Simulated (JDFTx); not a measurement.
# NiO (Fm-3m) in JDFTx: further runs

One crystal, NiO, is run at these levels: PBEsol; tasks: relaxation of the atoms.

All numbers are computed with JDFTx 1.7.0 (patched build); they aren't measurements. Logs are shortened: lines on timing, memory, paths and dates and some standing lists are left out, and cuts for length are marked. The log counts tension as positive stress, the text compression.

**1. The undisturbed crystal**

It takes space group Fm-3m (No. 225, cubic). Conventional cell: a = 4.172 Å, b = 4.172 Å, c = 4.172 Å, α = 90.00°, β = 90.00°, γ = 90.00°. Ni (site symmetry m-3m) is surrounded by 6 O at 2.09 Å. O (site symmetry m-3m) is surrounded by 6 Ni at 2.09 Å.

**2. Relaxation of the atoms, PBEsol, collinear spin, ferromagnetic start (relaxed cell strained by 0.01 in Voigt component 4)**

Input file NiO.in:

```
lattice \
    0.0000000000     3.8856199920     3.8856199920 \
    3.9050480919     0.0194280999     3.8856199920 \
    3.9050480919     3.8856199920     0.0194280999
coords-type Lattice
ion Ni     0.0000000000     0.0000000000     0.0000000000 1
ion O      0.5000004700     0.5000004700     0.5000004700 1

ion-species pseudo/Ni.upf
ion-species pseudo/O.upf
elec-cutoff 49 392
elec-ex-corr gga-PBEsol
kpoint-folding 4 4 4
elec-smearing Fermi 0.0018374661
elec-n-bands 19
spintype z-spin
initial-magnetic-moments Ni 1
elec-initial-magnetization 1 no
electronic-SCF nIterations 100 energyDiffThreshold 1e-10
electronic-minimize nIterations 30 energyDiffThreshold 1e-7
forces-output-coords Cartesian
ionic-minimize nIterations 20 energyDiffThreshold 1e-8 knormThreshold 2e-5

dump-name run.$VAR
dump End Ecomponents EigStats BandEigs Kpoints Forces Stress
```

Potentials or basis: PseudoDojo-SR-PBEsol-0.4.1-standard.

Started as:

```console
$ jdftx -c 1 -i NiO.in -o NiO.out
```

Output:

```text
*************** JDFTx 1.7.0 (patched build) ***************

Input parsed successfully to the following command list (including defaults):
[... the input with its defaults ...]

---------- Setting up symmetries ----------

Non-trivial transmission matrix:
[   1   0   0  ]
[  -1   1   0  ]
[   0  -1   1  ]
with reduced lattice vectors:
[     -3.885620      0.000000      3.885620  ]
[      3.885620     -3.866192      3.885620  ]
[      0.019428      3.866192      0.019428  ]

Found 8 point-group symmetries of the bravais lattice
Found 8 space-group symmetries with basis
Applied RMS atom displacement 3.1737e-06 bohrs to make symmetries exact.

---------- Initializing the Grid ----------
R =
[            0      3.88562      3.88562  ]
[      3.90505    0.0194281      3.88562  ]
[      3.90505      3.88562    0.0194281  ]
unit cell volume = 117.328
G =
[  -0.808518   0.804495   0.804495  ]
[   0.808518  -0.812581   0.812581  ]
[   0.808518   0.812581  -0.812581  ]
Minimum fftbox size, Smin = [  52  52  52  ]
Chosen fftbox size, S = [  54  54  54  ]

---------- Initializing tighter grid for wavefunction operations ----------
R =
[            0      3.88562      3.88562  ]
[      3.90505    0.0194281      3.88562  ]
[      3.90505      3.88562    0.0194281  ]
unit cell volume = 117.328
G =
[  -0.808518   0.804495   0.804495  ]
[   0.808518  -0.812581   0.812581  ]
[   0.808518   0.812581  -0.812581  ]
Minimum fftbox size, Smin = [  36  36  36  ]
Chosen fftbox size, S = [  36  36  36  ]

---------- Exchange Correlation functional ----------
Initalized PBEsol GGA exchange.
Initalized PBEsol GGA correlation.

---------- Setting up pseudopotentials ----------
Width of ionic core gaussian charges (only for fluid interactions / plotting) set to 0

Reading pseudopotential file 'pseudo/Ni.upf':
  'Ni' pseudopotential, 'PBESOL' functional
  Generated using ONCVPSP code by D. R. Hamann
  18 valence electrons, 4 orbitals, 6 projectors, 1001 radial grid points, with lMax = 2
    3S    l: 0   occupation:  2.0   eigenvalue: -4.070998
    3P    l: 1   occupation:  6.0   eigenvalue: -2.618562
    3D    l: 2   occupation:  8.0   eigenvalue: -0.327098
    4S    l: 0   occupation:  2.0   eigenvalue: -0.208097
  Core radius for overlap checks: 1.60 bohrs.

Reading pseudopotential file 'pseudo/O.upf':
  'O' pseudopotential, 'PBESOL' functional
  Generated using ONCVPSP code by D. R. Hamann
  6 valence electrons, 2 orbitals, 5 projectors, 936 radial grid points, with lMax = 2
    2S    l: 0   occupation:  2.0   eigenvalue: -0.874950
    2P    l: 1   occupation:  4.0   eigenvalue: -0.329796
  Core radius for overlap checks: 1.39 bohrs.

Initialized 2 species with 2 total atoms.

Folded 1 k-points by 4x4x4 to 64 k-points.

---------- Setting up k-points, bands, fillings ----------
Reduced to 18 k-points under symmetry.
Computing the number of bands and number of electrons
Calculating initial fillings.
nElectrons:  24.000000   nBands: 19   nStates: 36

----- Setting up reduced wavefunction bases (one per k-point) -----
average nbasis = 1922.766 , ideal nbasis = 1922.154

---------- Setting up ewald sum ----------
Optimum gaussian width for ewald sums = 1.765259 bohr.
Real space sum over 1331 unit cells with max indices [  5  5  5  ]
Reciprocal space sum over 2197 terms with max indices [  6  6  6  ]

---------- Allocating electronic variables ----------
Initializing wave functions:  linear combination of atomic orbitals
Note: number of bands (19) exceeds available atomic orbitals (14)
Ni (M=1) pseudo-atom majority spin occupations:   s ( 1 0.5 )  p ( 3 )  d ( 5 )
Ni (M=1) pseudo-atom minority spin occupations:   s ( 1 0 )  p ( 3 )  d ( 4.5 )
O pseudo-atom occupations:   s ( 2 )  p ( 4 )
	FillingsUpdate:  mu: +1.199201135  nElectrons: 24.000000  magneticMoment: [ Abs: 0.14895  Tot: +0.14444 ]
LCAOMinimize: Iter:   0  F: -172.8569459071693473  |grad|_K:  3.454e-02  alpha:  1.000e+00
	FillingsUpdate:  mu: +1.174298525  nElectrons: 24.000000  magneticMoment: [ Abs: 0.21502  Tot: +0.21421 ]
LCAOMinimize: Iter:   1  F: -177.4044497770532587  |grad|_K:  2.279e-02  alpha:  2.908e-01  linmin: -2.112e-01  cgtest:  6.966e-01
LCAOMinimize: Encountered beta<0, resetting CG.
[... 29 lines of inner loops ...]
LCAOMinimize: Iter:  13  F: -179.9987600208695824  |grad|_K:  1.497e-06  alpha:  6.083e-01  linmin:  1.686e-05  cgtest: -7.828e-02
	FillingsUpdate:  mu: +0.592894243  nElectrons: 24.000000  magneticMoment: [ Abs: 1.37656  Tot: +1.37544 ]
LCAOMinimize: Iter:  14  F: -179.9987600369177869  |grad|_K:  9.388e-07  alpha:  1.103e+00  linmin: -6.439e-05  cgtest:  1.707e-03
LCAOMinimize: Converged (|Delta F|<1.000000e-06 for 2 iters).

-------- Electronic minimization -----------
Will mix electronic density at each iteration.
	FillingsUpdate:  mu: +0.592894243  nElectrons: 24.000000  magneticMoment: [ Abs: 1.37656  Tot: +1.37544 ]
	FillingsUpdate:  mu: +0.590598134  nElectrons: 24.000000  magneticMoment: [ Abs: 1.37656  Tot: +1.37544 ]
SCF: Cycle:  0   F: -180.020706451321672   dF: -2.195e-02   |Residual|: 1.004e-01   |deigs|: 7.761e-02
	FillingsUpdate:  mu: +0.566497311  nElectrons: 24.000000  magneticMoment: [ Abs: 1.37952  Tot: +1.37523 ]
SCF: Cycle:  1   F: -180.024621634330884   dF: -3.915e-03   |Residual|: 3.429e-02   |deigs|: 2.323e-02
	FillingsUpdate:  mu: +0.572408842  nElectrons: 24.000000  magneticMoment: [ Abs: 1.37708  Tot: +1.37504 ]
SCF: Cycle:  2   F: -180.025587752008107   dF: -9.661e-04   |Residual|: 2.077e-02   |deigs|: 6.341e-03
	FillingsUpdate:  mu: +0.570625548  nElectrons: 24.000000  magneticMoment: [ Abs: 1.37883  Tot: +1.37527 ]
SCF: Cycle:  3   F: -180.025910199984736   dF: -3.224e-04   |Residual|: 5.027e-03   |deigs|: 2.309e-03
	FillingsUpdate:  mu: +0.571127363  nElectrons: 24.000000  magneticMoment: [ Abs: 1.37946  Tot: +1.37514 ]
SCF: Cycle:  4   F: -180.025912589664642   dF: -2.390e-06   |Residual|: 1.427e-03   |deigs|: 4.912e-04
	FillingsUpdate:  mu: +0.571217549  nElectrons: 24.000000  magneticMoment: [ Abs: 1.37926  Tot: +1.37519 ]
SCF: Cycle:  5   F: -180.025912917511391   dF: -3.278e-07   |Residual|: 5.742e-04   |deigs|: 1.332e-04
	FillingsUpdate:  mu: +0.571218267  nElectrons: 24.000000  magneticMoment: [ Abs: 1.37911  Tot: +1.37522 ]
SCF: Cycle:  6   F: -180.025912945023208   dF: -2.751e-08   |Residual|: 1.718e-04   |deigs|: 9.023e-05
	FillingsUpdate:  mu: +0.571222917  nElectrons: 24.000000  magneticMoment: [ Abs: 1.37916  Tot: +1.37520 ]
SCF: Cycle:  7   F: -180.025912954011574   dF: -8.988e-09   |Residual|: 6.032e-05   |deigs|: 7.637e-05
	FillingsUpdate:  mu: +0.571230963  nElectrons: 24.000000  magneticMoment: [ Abs: 1.37917  Tot: +1.37520 ]
SCF: Cycle:  8   F: -180.025912956270332   dF: -2.259e-09   |Residual|: 2.477e-05   |deigs|: 5.839e-05
	FillingsUpdate:  mu: +0.571232382  nElectrons: 24.000000  magneticMoment: [ Abs: 1.37917  Tot: +1.37520 ]
SCF: Cycle:  9   F: -180.025912956726813   dF: -4.565e-10   |Residual|: 1.122e-05   |deigs|: 4.743e-05
	FillingsUpdate:  mu: +0.571233193  nElectrons: 24.000000  magneticMoment: [ Abs: 1.37917  Tot: +1.37520 ]
SCF: Cycle: 10   F: -180.025912956854029   dF: -1.272e-10   |Residual|: 5.919e-06   |deigs|: 3.799e-05
	FillingsUpdate:  mu: +0.571234003  nElectrons: 24.000000  magneticMoment: [ Abs: 1.37917  Tot: +1.37520 ]
SCF: Cycle: 11   F: -180.025912956891347   dF: -3.732e-11   |Residual|: 1.457e-06   |deigs|: 5.559e-05
	FillingsUpdate:  mu: +0.571233867  nElectrons: 24.000000  magneticMoment: [ Abs: 1.37917  Tot: +1.37520 ]
SCF: Cycle: 12   F: -180.025912956902374   dF: -1.103e-11   |Residual|: 8.261e-07   |deigs|: 5.000e-05
SCF: Converged (|Delta E|<1.000000e-10 for 2 iters).

Setting wave functions to eigenvectors of Hamiltonian

# Stress tensor in Cartesian coordinates [Eh/a0^3]:
[  9.64241e-07            0            0  ]
[            0  5.04192e-07  1.80241e-05  ]
[            0  1.80241e-05  5.04192e-07  ]

# Ionic positions in lattice coordinates:
ion Ni   0.000000235000000   0.000000235000000   0.000000235000000 1
ion O   0.500000235000000   0.500000235000000   0.500000235000000 1

# Forces in Cartesian coordinates:
force Ni   0.000000000000000   0.000000000000000   0.000000000000000 1
force O   0.000000000000000   0.000000000000000   0.000000000000000 1

# Energy components:
   Eewald =     -121.3415530557158633
       EH =       53.0856301733211495
     Eloc =     -151.4112800904573533
      Enl =      -29.3678768864713149
      Exc =      -25.3696067250897528
 Exc_core =        4.0693413586372307
       KE =       90.3097960434456439
-------------------------------------
     Etot =     -180.0255491823302236
       TS =        0.0003637745721510
-------------------------------------
        F =     -180.0259129569023742

IonicMinimize: Iter:   0  F: -180.025912956902374  |grad|_K:  0.000e+00
IonicMinimize: Converged (|grad|_K<2.000000e-05).

#--- Lowdin population analysis ---
# oxidation-state Ni +1.016
# magnetic-moments Ni +1.119
# oxidation-state O -0.900
# magnetic-moments O +0.256

Dumping 'run.eigStats' ...
	eMin: -3.239623 at state 0 ( [ +0.000000 +0.000000 +0.000000 ] spin 1 )
	HOMO: +0.569687 at state 30 ( [ +0.250000 +0.500000 -0.250000 ] spin -1 )
	mu  : +0.571234
	LUMO: +0.571892 at state 34 ( [ +0.500000 +0.250000 +0.250000 ] spin -1 )
	eMax: +1.665762 at state 24 ( [ +0.000000 +0.500000 +0.500000 ] spin -1 )
	HOMO-LUMO gap: +0.002205
	Optical gap  : +0.021986 at state 34 ( [ +0.500000 +0.250000 +0.250000 ] spin -1 )
Done!
```

Wall time 29 s (1 thread of AMD EPYC 9R45 (Zen 5), shared host); peak memory 0.16 GiB.

These settings aren't checked as converged: the numbers below hold their error.

What came out:

| Quantity | Value |
| --- | --- |
| Free energy | -4898.7547 eV |
| Pressure after relaxing | 0.0 GPa |
| Band gap on the k mesh | none (metal or under the smearing width) |
| Net moment | 1.38 μB per cell |
| Absolute moment | 1.38 μB per cell |
| Site moments | Ni +1.12; O +0.26 μB |
| Loewdin charges | Ni +1.02; O -0.90 e |

Caveat: the k mesh is coarse (spacing up to 0.66 Å⁻¹), so the values aren't converged; the relaxation stopped at its first step, so nothing moved; a cell with one magnetic atom can't hold antiferromagnetic order, which such compounds often take; semilocal functionals often make such compounds metallic where correlation or magnetic order opens a gap, which also shifts bond lengths.

**3. Relaxation of the atoms, PBEsol, collinear spin, ferromagnetic start (relaxed cell strained by -0.01 in Voigt component 4)**

NiO.in: that of step 2 with these lines changed.

```diff
@@ -2,4 +2,4 @@
     0.0000000000     3.8856199920     3.8856199920 \
-    3.9050480919     0.0194280999     3.8856199920 \
-    3.9050480919     3.8856199920     0.0194280999
+    3.8661918920    -0.0194280999     3.8856199920 \
+    3.8661918920     3.8856199920    -0.0194280999
 coords-type Lattice
```

Potentials or basis: PseudoDojo-SR-PBEsol-0.4.1-standard.

Started as:

```console
$ jdftx -c 1 -i NiO.in -o NiO.out
```

It took 34 s on 1 thread of AMD EPYC 9R45 (Zen 5), shared host; peak memory 0.15 GiB.

The run converged, but some of its settings lie outside the range that counts as converged, so its numbers aren't taken as properties of the crystal.

Results:

```yaml
Free_energy: -4898.7547 eV
Energy_gained_by_relaxing: 0.0 meV/atom
Ionic_steps: 2
Pressure_after_relaxing: 0.0 GPa
Band_gap_on_the_k_mesh: none (metal or under the smearing width)
Net_moment: 1.38 μB per cell
Absolute_moment: 1.38 μB per cell
Site_moments: Ni +1.12; O +0.26 μB
Loewdin_charges: Ni +1.02; O -0.90 e
```

Caveat: the k mesh is coarse (spacing up to 0.66 Å⁻¹), so the values aren't converged; a cell with one magnetic atom can't hold antiferromagnetic order, which such compounds often take; semilocal functionals often make such compounds metallic where correlation or magnetic order opens a gap, which also shifts bond lengths.
